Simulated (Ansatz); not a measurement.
InAs:

```
In As
1.0
     0.00000    3.01800    3.01800
     3.01800    0.00000    3.01800
     3.01800    3.01800    0.00000
In As
1 1
Direct
  0.00000 0.00000 0.00000
  0.75000 0.75000 0.75000
```

| Item | Value |
| --- | --- |
| Program | Ansatz 0.2.0 |
| Task | single point |
| Functional | PBE |
| Potentials or basis | Ansatz PAW |
| Cutoff | 420 eV (not typed: the program's choice for these potentials) |
| k mesh | 8 × 8 × 8 |
| Occupations | fermi-dirac, width 0.05 eV |
| Spin | no spin polarisation |

On this cell: pressure 4.3 GPa; largest force zero by symmetry; band gap on the k mesh none (metal or under the smearing width).

The same run follows on a disturbed copy (atoms moved at random, drawn with an rms of 0.05 Å):

```
In As
1.0
     0.00000    3.01800    3.01800
     3.01800    0.00000    3.01800
     3.01800    3.01800    0.00000
In As
1 1
Direct
  0.00643 0.99527 0.99591
  0.75925 0.74706 0.74719
```

Question: What does the disturbed cell give?

Answer: The energy (extrapolated to zero smearing) moves by +0.9 meV/atom; pressure 4.3 GPa; largest force 0.172 eV/Å; band gap on the k mesh none (metal or under the smearing width).

Forces in eV/Å, atoms in the order of the input:
```
In   0.078  0.102  0.114
As  -0.078 -0.102 -0.114
```

Stress tensor (GPa, compression positive):
```
4.30 0.38 0.34
0.38 4.30 0.26
0.34 0.26 4.30
```

Caveats: this crystal is a semiconductor, whose small gap the functional closes, so the metal is an error of the method (some runs).
